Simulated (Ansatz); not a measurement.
# TaC (Fm-3m): equation of state

An exercise on one series of results from a longer session: the logs are not shown, and one member is left open.

The COD entry's cell or inner coordinates are ideal or old and differ from later refinements, so a difference from it is no clean test against experiment.

Method: DFT PBE, scalar-relativistic, plane waves, PAW, in Ansatz 0.2.0.

## The structure to begin with

Symmetry: Fm-3m, No. 225, cubic system. The conventional cell has a = 4.476 Å, b = 4.476 Å, c = 4.476 Å, α = 90.00°, β = 90.00°, γ = 90.00°. Ta (site symmetry m-3m) has 6 C at 2.24 Å as nearest neighbours. Around C (site symmetry m-3m) lie 6 Ta at 2.24 Å.

As a file:

```xyz
2
Lattice="0.0000 2.2378 2.2378 2.2378 0.0000 2.2378 2.2378 2.2378 0.0000" Properties=species:S:1:pos:R:3 pbc="T T T"
Ta    0.0000    0.0000    0.0000
C     2.2378    2.2378    2.2378
```

This cell comes from an earlier session at PBE: 11.207 Å³/atom at 0.02 GPa, on a 18×18×18 mesh.

Volume factors to run: 0.980, 1.020, 0.960, 1.040.

The first run:

The input, input.yaml:

```yaml
crystal:
  lattice:
    - [0.0, 2.2228169714, 2.2228169714]
    - [2.2228169714, 0.0, 2.2228169714]
    - [2.2228169714, 2.2228169714, 0.0]
  atoms:
    - { symbol: Ta, position: [0.0, 0.0, 0.0] }
    - { symbol: C, position: [0.5, 0.5, 0.5] }
basis:
  ecutwfc: 420
  ecutrho_ratio: 4
kpoints:
  mp_grid: { grid: [18, 18, 18] }
hamiltonian:
  xc: pbe
scf:
  occupations: { method: gaussian, width: 0.05 }
output:
  forces: true
  stress: true
  eigenvalues: true
```

Command:

```sh
> ansatz run input.yaml --threads 1 --pin off --max-ram 2560MiB --backend cpu --events-out ev --progress --plain --runs-dir out
```

Among the steps run: Volume × 0.980; Volume × 1.020; At 0.960 of the relaxed volume; At 1.040 of the relaxed volume.

One of the session's tables, all rows but one given; the rest of the session is left out.

| volume (Å³/atom) | energy (meV/atom) | pressure (GPa) |
| --- | --- | --- |
| 10.759 | 19.52 | 14.44 |
| 10.983 | ? | ? |
| 11.207 | 0.00 | 0.02 |
| 11.431 | 4.35 | -6.14 |
| 11.655 | 16.89 | -11.69 |

**Question.** Estimate the row for volume (Å³/atom) = 10.983.

Worked estimate for «energy (meV/atom)». A straight line through the neighbours (10.759, 19.52) and (11.207, 0.00) gives 19.52 + (0.00 − 19.52) × (10.983 − 10.759) / (11.207 − 10.759) = 9.76; a parabola fitted to 3 rows on both sides gives 5.06.

**Answer.** energy (meV/atom): 4.72; pressure (GPa): 6.86. In «energy (meV/atom)» the line misses by +5.04 and the parabola by +0.34.

volume (Å³/atom), energy (meV/atom) and a bar:
```
    10.76       19.5 ##############################
    10.98        4.7 #######
    11.21        0.0 
    11.43        4.3 #######
    11.66       16.9 ##########################
```

Caveats from the session: Spin–orbit coupling is left out, though the cell holds Ta; in elements this heavy it can shift levels and gaps by tenths of an eV.
